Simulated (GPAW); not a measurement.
# Ga (Cmcm) in GPAW: notebook

Runs on Ga. Level: PBEsol. Tasks: band structure.

Everything below comes from runs of GPAW 26.7.0. Logs are shortened: lines on timing, memory, paths and dates and some standing lists are left out, and cuts for length are marked. The log counts tension as positive stress, the text compression.

### 1 The crystal as given

It takes space group Cmcm (No. 63, orthorhombic). Conventional cell: a = 7.634 Å, b = 4.653 Å, c = 4.488 Å, α = 90.00°, β = 90.00°, γ = 90.00°. Ga (site symmetry m) has 7 Ga at 2.48 to 2.76 Å as nearest neighbours.

This isn't the form of Ga at room conditions, which is orthorhombic.

### 2 Band structure, PBEsol

Contents of run.py:

```python
from ase import Atoms
from ase.dft.bandgap import bandgap
from ase.io import write
from ase.units import GPa
from gpaw import GPAW, PW, setup_paths

setup_paths.insert(0, '.')

atoms = Atoms(['Ga', 'Ga', 'Ga', 'Ga'],
              cell=[[3.81695661, -2.32662955, 0.0],
                    [3.81695661, 2.32662955, 0.0],
                    [0.0, 0.0, 4.488254]],
              scaled_positions=[[0.66555049, 0.00968539, 0.25],
                                [0.00968539, 0.66555049, 0.75],
                                [0.33444951, 0.99031461, 0.75],
                                [0.99031461, 0.33444951, 0.25]],
              pbc=True)

calc = GPAW(mode=PW(600),
            xc='PBEsol',
            kpts={'size': (7, 7, 6), 'gamma': True},
            occupations={'name': 'fermi-dirac', 'width': 0.05},
            nbands=16,
            convergence={'density': 1e-05, 'energy': 1e-05},
            maxiter=150,
            txt='gpaw.txt')
atoms.calc = calc
energy = atoms.get_potential_energy()
forces = atoms.get_forces()
stress = atoms.get_stress()
calc.write('gs.gpw')
write('result.traj', atoms)
print(f'Energy: {energy:.6f} eV')
print('Forces (eV/A):')
print(forces.round(4))
print('Stress (GPa):', (stress / GPa).round(3))
print('Fermi level:', round(calc.get_fermi_level(), 4), 'eV')
print(f'Gap: {bandgap(calc)[0]:.4f} eV, direct: {bandgap(calc, direct=True)[0]:.4f} eV')

path = atoms.cell.bandpath('GXSRAZGYX1A1TY,ZT', npoints=60, eps=1e-4)
bs_calc = calc.fixed_density(kpts=path, symmetry='off', nbands=30,
                             convergence={'bands': 'CBM+6.0', 'eigenstates': 1e-6}, txt='bands.txt')
bs = bs_calc.band_structure()
bs.write('bs.json')
print(f'Gap on the path: {bandgap(bs_calc)[0]:.4f} eV')
```

Potentials or basis: PAW data sets generated in the run's folder for this functional, pw.

Run with:

```
$ gpaw-setup -f PBEsol Ga
$ OMP_NUM_THREADS=1 python run.py
```

gpaw.txt:

```text
__  _  _
 | _ |_)|_||  |
 |__||  | ||/\| - 26.7.0

Input parameters:
  mode=PW(ecut=600.0),
  convergence={'density': 1e-05, 'energy': 1e-05},
  kpts=MonkhorstPack(size=(7, 7, 6), gamma=True),
  maxiter=150,
  nbands=16,
  occupations=Occupations(name='fermi-dirac', width=0.05),
  xc=XC(name='PBEsol')

Diagonalizing LCAO Hamiltonian
Converting LCAO to pw mode

         Ga    Ga

       Ga    Ga

Atoms  # Å, Bohr magnetons
|   | symbol |        x |         y |        z |    initial magnetic moments |
|---|--------|----------|-----------|----------|-----------------------------|
| 0 |     Ga | 2.577346 | -1.525955 | 1.122064 | ( 0.0000,  0.0000,  0.0000) |
| 1 |     Ga | 2.577346 |  1.525955 | 3.366191 | ( 0.0000,  0.0000,  0.0000) |
| 2 |     Ga | 5.056567 |  1.525955 | 3.366191 | ( 0.0000,  0.0000,  0.0000) |
| 3 |     Ga | 5.056567 | -1.525955 | 1.122064 | ( 0.0000,  0.0000,  0.0000) |

Unit cell  # Å
| periodic |        x |         y |        z |  lengths |    angles |
|----------|----------|-----------|----------|----------|-----------|
|      yes | 3.816957 | -2.326630 | 0.000000 | 4.470164 | 90.000000 |
|      yes | 3.816957 |  2.326630 | 0.000000 | 4.470164 | 90.000000 |
|      yes | 0.000000 |  0.000000 | 4.488254 | 4.488254 | 62.728872 |

Number of symmetries: 4
Symmetry operations  # r_c * U_cc + t_c -> r_c
|   | kind |            matrix            |
|---|------|------------------------------|
| 0 |  E   |  1, 0, 0,  0, 1, 0,  0, 0, 1 |
| 1 |  C2  |  0, 1, 0,  1, 0, 0,  0, 0,-1 |
| 2 |  σ   |  0,-1, 0, -1, 0, 0,  0, 0, 1 |
| 3 |  i   | -1, 0, 0,  0,-1, 0,  0, 0,-1 |

BZ-sampling:
  Number of BZ points: 294
  Number of IBZ points: 88

  Monkhorst-Pack size: [7, 7, 6]
  Monkhorst-Pack shift: [0.0, 0.0, 0.08333333333333333]

K-points  # in reciprocal-cell coordinates
|     |                                coordinates |     weight |
|-----|--------------------------------------------|------------|
|   0 | (  0.00000000,   0.00000000,   0.00000000) | 0.00340136 |
|   1 | (  0.00000000,   0.00000000,   0.16666667) | 0.00680272 |
|   2 | (  0.00000000,   0.00000000,   0.33333333) | 0.00680272 |
|   3 | (  0.00000000,   0.00000000,   0.50000000) | 0.00340136 |
|   4 | (  0.14285714,  -0.14285714,  -0.33333333) | 0.00680272 |
|   5 | (  0.14285714,  -0.14285714,  -0.16666667) | 0.00680272 |
|   6 | (  0.14285714,  -0.14285714,   0.00000000) | 0.00680272 |
|   7 | (  0.14285714,  -0.14285714,   0.16666667) | 0.00680272 |
|   8 | (  0.14285714,  -0.14285714,   0.33333333) | 0.00680272 |
|   9 | (  0.14285714,  -0.14285714,   0.50000000) | 0.00680272 |
| ... |                                            |            |
|  87 | (  0.42857143,   0.42857143,   0.50000000) | 0.00680272 |

Plane wave coefficients: 2686
Cutoff: 600.0 eV

Spin-components: 1 (collinear spins)
Bands:           16
Projectors:      20
Spin-degeneracy: 2
Datatype:        complex128

Parallelization:
  kpt:    1
  domain: 1
  band:   1

Density:
  Valence electrons: 12.0
  Components: 1
  Grid points: [27 27 27]
  Charge: 0.0  # |e|

Potential:
  Grid points: [27 27 27]

species:
  Ga:
    name:    Gallium
    Z:       31.0
    valence: 3
    core:    28
    charge:  0.0  # [|e|]
    compensation charges:
      type: gauss
      rc: 0.37  # [Å]
      lmax: 2
    cutoffs:
      filter: 2.06  # [Å]
      core: 4.17  # [Å]
    projectors
    | kind |    occ | energy [eV] | rcut [Å] |
    |------|--------|-------------|----------|
    |   4s |  2.000 |      -8.959 |    1.164 |
    |   4p |  1.000 |      -2.572 |    1.164 |
    |    s |        |      18.252 |    1.164 |
    |    p |        |      24.640 |    1.164 |
    |    d |        |       0.000 |    1.164 |

    Using partial waves for Ga as LCAO basis

Reference energy: -211377.741574  # eV

eigensolver:
  PPCG
  Converge bands: occupied
  niter=2

density mixing:
  MSR1-Mixer
  Pratt-step length: 0.05
  Maximum mixing coefficient: 0.75
  Old densities: 10
  SVD Regularization: 0.005
  Good broyden scale: 1.0
  Trust region scale: 1.0
  Backstep threshold: 4.0
  History deletion threshold: 6.0
  Fourier metric: weight=20.0, sigma=0.015

occupation numbers:
  Fermi-Dirac:
    width: 0.0500  # eV

poisson solver:
  ecut: 4800.0  # eV

xc functional:
  name: PBEsol with 2 nearest neighbor stencil

convergence criteria:
- Maximum integral of absolute [dens]ity change: 1e-05 electrons / valence electron
- Maximum [total energy] change in last 3 cyles: 1e-05 eV / valence electron
- Maximum integral of absolute [eigenst]ate change: 4e-08 eV^2 / valence electron
maximum number of iterations: 150

SCF iterations
|iter     | |      energy | eigst |  dens |
|---------|-|-------------|-------|-------|
|iter:   1| |  -13.302001 | -0.71 |       |
|iter:   2| |  -13.301306 | -3.17 | -0.95 |
|iter:   3| |  -13.286496 | -3.09 | -0.98 |
|iter:   4| |  -13.285966 | -3.92 | -1.49 |
|iter:   5| |  -13.286015 | -5.71 | -2.59 |
|iter:   6| |  -13.286024c| -6.96 | -3.09 |
|iter:   7| |  -13.286024c| -8.12c| -3.98 |
|iter:   8| |  -13.286024c| -8.62c| -4.77 |
|iter:   9| |  -13.286024c| -9.41c| -5.71c|

Converged in 9 steps
Energy contributions relative to reference atoms: (reference = -211377.741574)

Energy contributions:
  Kinetic:          46.840000
  Coulomb:         -38.003241
  Zero:              0.048040
  External:          0.000000
  Xc:              -22.168339
  Entropy:          -0.004968
  Spinorbit:         0.000000
  ----------------------------
  Free energy:     -13.288508
  Extrapolated:    -13.286024

dipole moment: (-0.000225, -0.000000, -0.000132)  # |e|*Ang

Fermi level: 5.402
Eigenvalues  # (at kpt = [0.000, 0.000, 0.000])
| band index |      eig [eV] | occ [0-2] |
|------------|---------------|-----------|
|          0 |        -5.710 |     2.000 |
|          1 |         1.292 |     2.000 |
|          2 |         2.086 |     2.000 |
|          3 |         2.847 |     2.000 |
|          4 |         3.068 |     2.000 |
|          5 |         4.271 |     2.000 |
|          6 |         6.326 |     0.000 |
|          7 |         6.371 |     0.000 |
|          8 |         7.756 |     0.000 |
|          9 |        10.034 |     0.000 |
|         10 |        10.147 |     0.000 |
|         11 |        10.642 |     0.000 |
|         12 |        11.663 |     0.000 |
|         13 |        11.764 |     0.000 |
|        ... |               |           |
|         15 |        13.908 |     0.000 |

No gap
No difference between direct/indirect transitions

Forces  # eV/Ang
|        x |        y |        z |
|----------|----------|----------|
| -0.00627 |  0.03552 | -0.00000 |  # Ga   0
| -0.00627 | -0.03552 |  0.00000 |  # Ga   1
|  0.00627 | -0.03552 |  0.00000 |  # Ga   2
|  0.00627 |  0.03552 | -0.00000 |  # Ga   3

Stress tensor  # eV/Ang^3
|         x |         y |         z |
|-----------|-----------|-----------|
| -0.008853 |  0.000000 |  0.000000 |
|  0.000000 | -0.002240 |  0.000000 |
|  0.000000 |  0.000000 | -0.003576 |

# Writing to gs.gpw (mode='')
```

stdout:

```text
Energy: -13.286024 eV
Forces (eV/A):
[[-0.0063  0.0355 -0.    ]
 [-0.0063 -0.0355  0.    ]
 [ 0.0063 -0.0355  0.    ]
 [ 0.0063  0.0355 -0.    ]]
Stress (GPa): [-1.418 -0.359 -0.573  0.     0.     0.   ]
Fermi level: 5.4024 eV
Gap: 0.0000 eV, direct: 0.0000 eV
Gap on the path: 0.0000 eV
```

bands.txt:

```text
Diagonalizing LCAO Hamiltonian
Converting LCAO to pw mode
convergence criteria:
- Maximum integral of absolute [eigenst]ate change: 1e-06 eV^2 / valence electron
maximum number of iterations: 150

SCF iterations
|iter     | |      energy | eigst |  dens |
|---------|-|-------------|-------|-------|
|iter:   1| |             | -0.11 |       |
[... 64 lines left out ...]
         [-0.0625    , -0.0625    , -0.5       ],
         [-0.125     , -0.125     , -0.5       ],
         [-0.1875    , -0.1875    , -0.5       ],
         [-0.25      , -0.25      , -0.5       ],
         [-0.3125    , -0.3125    , -0.5       ],
         [-0.375     , -0.375     , -0.5       ],
         [-0.4375    , -0.4375    , -0.5       ],
         [-0.5       , -0.5       , -0.5       ]])),
  maxiter=150,
  nbands=30,
  occupations=Occupations(name='fermi-dirac', width=0.05),
  symmetry=Symmetry(point_group=False, time_reversal=False),
  xc=XC(name='PBEsol')
```

It took 73 s on 1 thread of Arm Neoverse V2, shared host; peak memory 0.39 GiB.

Results:

* Free energy: -13.2885 eV
* Pressure: 0.8 GPa
* Largest force: 0.036 eV/Å
* Band gap along the path: none (metal or under the smearing width)

Forces on the atoms (eV/Å):
```
Ga  -0.006  0.036  0.000
Ga  -0.006 -0.036  0.000
Ga   0.006 -0.036  0.000
Ga   0.006  0.036  0.000
```

Levels at the corners of the path, in eV from the Fermi level:
| point | band 4 | band 5 | band 6 | band 7 | band 8 | band 9 |
| --- | --- | --- | --- | --- | --- | --- |
| Γ | -2.56 | -2.33 | -1.13 | 0.92 | 0.97 | 2.35 |
| X | -1.05 | -1.04 | -0.55 | -0.18 | 0.25 | 2.81 |
| S | -3.13 | -1.35 | -0.36 | -0.30 | -0.10 | 3.68 |
| R | -6.24 | -1.55 | -1.55 | 0.80 | 0.80 | 6.78 |
| A | -6.48 | -3.37 | -3.37 | 3.78 | 3.78 | 5.28 |
| Z | -0.74 | -0.39 | -0.39 | -0.03 | -0.03 | 2.81 |
| Γ | -2.56 | -2.33 | -1.13 | 0.92 | 0.97 | 2.35 |
| Y | -2.95 | -1.80 | -1.67 | 0.40 | 1.18 | 3.29 |
| X1 | -1.05 | -1.04 | -0.55 | -0.18 | 0.25 | 2.81 |
| A1 | -6.48 | -3.37 | -3.37 | 3.78 | 3.78 | 5.28 |
| T | -5.68 | -2.20 | -2.20 | -0.03 | -0.03 | 7.12 |
| Y | -2.95 | -1.80 | -1.67 | 0.40 | 1.18 | 3.29 |
| Z | -0.74 | -0.39 | -0.39 | -0.03 | -0.03 | 2.81 |
| T | -5.68 | -2.20 | -2.20 | -0.03 | -0.03 | 7.12 |

### 3 Band structure, PBEsol, spin-orbit coupling, no magnetisation

run.py: that of step 2 with these lines changed.

```diff
@@ -1 +1,2 @@
+import numpy as np
 from ase import Atoms
@@ -5,2 +6,3 @@
 from gpaw import GPAW, PW, setup_paths
+from gpaw.spinorbit import soc_eigenstates
 
@@ -45 +47,7 @@
 print(f'Gap on the path: {bandgap(bs_calc)[0]:.4f} eV')
+
+soc = soc_eigenstates(bs_calc, theta=54.7, phi=45)
+np.savetxt('soc_bands.dat', soc.eigenvalues(), fmt='%.4f')
+mesh = soc_eigenstates('gs.gpw', theta=54.7, phi=45)
+np.savetxt('soc_mesh.dat', mesh.eigenvalues(), fmt='%.4f')
+print('Fermi level with spin-orbit coupling:', round(mesh.fermi_level, 4), 'eV')
```

Potentials or basis: PAW data sets generated in the run's folder for this functional, pw.

Run with:

```
$ gpaw-setup -f PBEsol Ga
$ OMP_NUM_THREADS=1 python run.py
```

Run time: 74 s. Hardware: 1 thread of Arm Neoverse V2, shared host; peak memory 0.43 GiB.

The run converged. Its results:

| Item | Value |
| --- | --- |
| Free energy | -13.2885 eV |
| Pressure | 0.8 GPa |
| Largest force | 0.036 eV/Å |
| Band gap along the path | none (metal or under the smearing width) |

Forces on the atoms (eV/Å):
```
Ga  -0.006  0.036  0.000
Ga  -0.006 -0.036  0.000
Ga   0.006 -0.036  0.000
Ga   0.006  0.036  0.000
```

Stress tensor (GPa, compression positive):
```
1.42 0.00 0.00
0.00 0.36 0.00
0.00 0.00 0.57
```

Levels at the corners of the path, in eV from the Fermi level:
| point | band 8 | band 9 | band 10 | band 11 | band 12 | band 13 | band 14 | band 15 | band 16 | band 17 |
| --- | --- | --- | --- | --- | --- | --- | --- | --- | --- | --- |
| Γ | -2.55 | -2.33 | -2.33 | -1.13 | -1.13 | 0.92 | 0.92 | 0.98 | 0.98 | 2.36 |
| X | -1.06 | -1.03 | -1.03 | -0.55 | -0.55 | -0.18 | -0.18 | 0.26 | 0.26 | 2.81 |
| S | -3.13 | -1.35 | -1.35 | -0.36 | -0.36 | -0.30 | -0.30 | -0.10 | -0.10 | 3.68 |
| R | -6.24 | -1.55 | -1.55 | -1.55 | -1.55 | 0.81 | 0.81 | 0.81 | 0.81 | 6.77 |
| A | -6.48 | -3.37 | -3.37 | -3.37 | -3.37 | 3.78 | 3.78 | 3.78 | 3.78 | 5.28 |
| Z | -0.75 | -0.39 | -0.39 | -0.39 | -0.39 | -0.02 | -0.02 | -0.02 | -0.02 | 2.81 |
| Γ | -2.55 | -2.33 | -2.33 | -1.13 | -1.13 | 0.92 | 0.92 | 0.98 | 0.98 | 2.36 |
| Y | -2.95 | -1.80 | -1.80 | -1.66 | -1.66 | 0.40 | 0.40 | 1.18 | 1.18 | 3.29 |
| X1 | -1.06 | -1.03 | -1.03 | -0.55 | -0.55 | -0.18 | -0.18 | 0.26 | 0.26 | 2.81 |
| A1 | -6.48 | -3.37 | -3.37 | -3.37 | -3.37 | 3.78 | 3.78 | 3.78 | 3.78 | 5.28 |
| T | -5.67 | -2.20 | -2.20 | -2.20 | -2.20 | -0.03 | -0.03 | -0.03 | -0.03 | 7.11 |
| Y | -2.95 | -1.80 | -1.80 | -1.66 | -1.66 | 0.40 | 0.40 | 1.18 | 1.18 | 3.29 |
| Z | -0.75 | -0.39 | -0.39 | -0.39 | -0.39 | -0.02 | -0.02 | -0.02 | -0.02 | 2.81 |
| T | -5.67 | -2.20 | -2.20 | -2.20 | -2.20 | -0.03 | -0.03 | -0.03 | -0.03 | 7.11 |

Caveat: spin-orbit coupling was added after a scalar SCF, so levels and gaps hold it while energy, forces, pressure and moments don't; this program's spin-orbit splittings come out too wide for heavy elements.
